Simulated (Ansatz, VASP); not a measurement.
## Two plane-wave programs on Pb

Contents of INCAR:

```
ALGO = Normal
EDIFF = 1E-7
ENCUT = 520
GGA = PE
ISIF = 2
ISMEAR = -1
LASPH = True
LCHARG = False
LREAL = False
LWAVE = False
NBANDS = 13
NELM = 100
PREC = Accurate
SIGMA = 0.1
```

KPOINTS

```
k-points
0
Gamma
  15 15 15
```

Contents of POSCAR:

```
Pb
1.0
   -1.5094745035      1.5094745035      1.5094745035
    1.5094745035     -1.5094745035      1.5094745035
    1.5094745035      1.5094745035     -1.5094745035
Pb
1
Direct
    0.0000000000      0.0000000000      0.0000000000
```

Input for Ansatz:

```yaml
crystal:
  lattice:
    - [-1.5094745035, 1.5094745035, 1.5094745035]
    - [1.5094745035, -1.5094745035, 1.5094745035]
    - [1.5094745035, 1.5094745035, -1.5094745035]
  atoms:
    - { symbol: Pb, position: [0.0, 0.0, 0.0] }
kpoints:
  mp_grid: { grid: [15, 15, 15] }
  band_path:
    path:
      - [0.0, 0.0, 0.0]
      - [0.5, -0.5, 0.5]
      - [0.0, 0.0, 0.5]
      - [0.0, 0.0, 0.0]
      - [0.25, 0.25, 0.25]
      - [0.5, -0.5, 0.5]
      - [0.25, 0.25, 0.25]
      - [0.0, 0.0, 0.5]
    npoints: 8
scf:
  occupations: { method: fermi_dirac, width: 0.1 }
hamiltonian:
  xc: pbe
  pseudopotentials: { kind: paw }
output:
  forces: true
  stress: true
  eigenvalues: true
  populations: true
  dos: { projected: true, de: 0.2, e_range: [-14, 8] }
  write_density: true
  write_potential: true
  elf: true
  volumetric_format: npy
```

Change from the starting cell: volume scaled by 0.43, PAW files.

Alike in both runs: task single point; functional PBE; k mesh 15 × 15 × 15; occupations fermi-dirac, width 0.1 eV; no spin polarisation.

|  | VASP | Ansatz |
| --- | --- | --- |
| version | VASP 6.6.1 | Ansatz 0.2.0 |
| potentials or method | VASP PAW PBE potentials, release 64 (Pb_d) | PAW with Ansatz's default frozen-core files, scalar-relativistic |
| plane-wave cutoff (eV) | 520 | 420 |
| valence electrons in the cell | 14 | 14 |

```csv
,VASP,Ansatz,Ansatz less VASP
pressure (GPa),262.5,262.7,+0.22
```

Caveats: the cell as given lies far from equilibrium; so large a pressure means that the cell lies far from this level's equilibrium, or that cutoff or potentials fall short (VASP). Spin-orbit coupling is left out, which matters for the levels of Pb.
